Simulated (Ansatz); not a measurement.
# Ni (hcp type): the cost of one run

Computed with Ansatz 0.2.0 (DFT PBE, with the methods named in each step, unless a step's input says otherwise).

This is Ni in the hcp structure; at room conditions it is fcc.

1 further run of the same task is left out (it didn't finish).

### 1 The starting structure

Symmetry: P6_3/mmc, No. 194, hexagonal system. Conventional cell: a = 2.489 Å, b = 2.489 Å, c = 4.079 Å, α = 90.00°, β = 90.00°, γ = 120.00°. Ni (site symmetry -6m2) is surrounded by 12 Ni at 2.49 Å.

Coordinates:

```
Ni
1.0
     2.48864    0.00000    0.00000
    -1.24432    2.15523    0.00000
     0.00000    0.00000    4.07940
Ni
2
Direct
  0.33333 0.66667 0.25000
  0.66667 0.33333 0.75000
```

Whether this phase is the stable one at these pressures isn't tested.

Atoms are numbered in the order of the input: Ni1, Ni2.

### 2 The reference volume, LAPW

input.yaml reads:

```yaml
crystal:
  lattice:
    - [2.4886441351, 0.0, 0.0]
    - [-1.2443220676, 2.155229042, 0.0]
    - [0.0, 0.0, 4.0794018305]
  atoms:
    - { symbol: Ni, position: [0.3333333333, 0.6666666667, 0.25], spin: 1.0 }
    - { symbol: Ni, position: [0.6666666667, 0.3333333333, 0.75], spin: 1.0 }
magnetization:
  spin_polarized: true
kpoints:
  mp_grid: { grid: [17, 17, 10] }
  band_path:
    path:
      - [0.0, 0.0, 0.0]
      - [0.5, 0.0, 0.0]
      - [0.3333333333, 0.3333333333, 0.0]
      - [0.0, 0.0, 0.0]
      - [0.0, 0.0, 0.5]
      - [0.5, 0.0, 0.5]
      - [0.3333333333, 0.3333333333, 0.5]
      - [0.0, 0.0, 0.5]
      - [0.5, 0.0, 0.5]
    npoints: 14
scf:
  occupations: { method: fermi_dirac, width: 0.08 }
hamiltonian:
  xc: pbe
  pseudopotentials: { kind: all_electron, lapw: { basis_error: 0.001 } }
output:
  forces: true
  stress: true
  eigenvalues: true
  populations: true
  dos: { projected: true, de: 0.2, e_range: [-14, 8] }
```

Run with:

```sh
$ ansatz run input.yaml --threads 1 --pin off --max-ram 3072MiB --backend cpu --events-out ev --progress --plain --runs-dir out
```

**Question.** How long does this run take on 1 thread of Arm Neoverse V1, shared host, and how much memory does it need?

About 1.8 min, with a peak of 0.85 GiB.
